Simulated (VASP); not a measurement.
Set up this calculation in VASP 6.6.1, as the native input.

| Item | Value |
| --- | --- |
| Task | relaxation of cell and atoms |
| Functional | PBE |
| Dispersion | D3(BJ) |
| Potentials or basis | VASP PAW PBE potentials, release 64 (Ge_d, Se) |
| Cutoff | 600 eV |
| k mesh | 4 × 8 × 6 |
| Occupations | gaussian, width 0.03 eV |
| Spin | no spin polarisation |
| Further INCAR settings | ALGO = Normal; EDIFF = 1e-06; IBRION = 2; EDIFFG = -0.01; NSW = 90; ISIF = 3 |

The structure of GeSe lies in POSCAR:

```
GeSe
1.0
   10.7900000000      0.0000000000      0.0000000000
    0.0000000000      3.8200000000      0.0000000000
    0.0000000000      0.0000000000      4.3800000000
Ge Se
4 4
Direct
    0.1210000000      0.7500000000      0.8940000000
    0.6210000000      0.7500000000      0.6060000000
    0.3790000000      0.2500000000      0.3940000000
    0.8790000000      0.2500000000      0.1060000000
    0.8520000000      0.7500000000      0.4970000000
    0.3520000000      0.7500000000      0.0030000000
    0.6480000000      0.2500000000      0.9970000000
    0.1480000000      0.2500000000      0.5030000000
```

One way to write it, as run:

INCAR

```
SYSTEM = GeSe
  PREC = Accurate
  ENCUT = 600
  EDIFF = 1E-6
  ISMEAR = 0
  SIGMA = 0.03
  LREAL = .FALSE.
  LASPH = .TRUE.
  NELM = 80
  ALGO = Normal
  ISIF = 3
  LWAVE = .FALSE.
  LCHARG = .FALSE.
  GGA = PE
  IVDW = 12
  IBRION = 2
  NSW = 90
  EDIFFG = -0.01
  KPAR = 2
```

KPOINTS

```
regular mesh
0
G
  4 8 6
  0 0 0
```

Potentials or basis: VASP PAW PBE potentials, release 64 (Ge_d, Se).

Run with:

```sh
$ cat potpaw_PBE.64/Ge_d/POTCAR potpaw_PBE.64/Se/POTCAR > POTCAR
$ mpirun -np 2 vasp_std > vasp.out
```

It gave:

```
Relaxed volume                         : 23.52 Å³/atom
Relaxed cell                           : a = 10.960 Å, b = 3.882 Å, c = 4.423 Å, α = 90.00°, β = 90.00°, γ = 90.00°
Space group after relaxing (to 0.05 Å) : Pnma (No. 62)
Energy gained by relaxing              : 11.7 meV/atom
Ionic steps                            : 25
Pressure after relaxing                : 0.0 GPa
Largest force after relaxing           : 0.010 eV/Å
Band gap on the k mesh                 : 0.71 eV, indirect (least direct gap 0.89 eV)
Dispersion energy per atom             : -0.358 eV
```

Run time: 60 min on 2 MPI ranks on Intel(R) Xeon(R) Platinum 8375C CPU @ 2.90GHz (Ice Lake), with other jobs on the host, peak memory 0.66 GiB a rank.
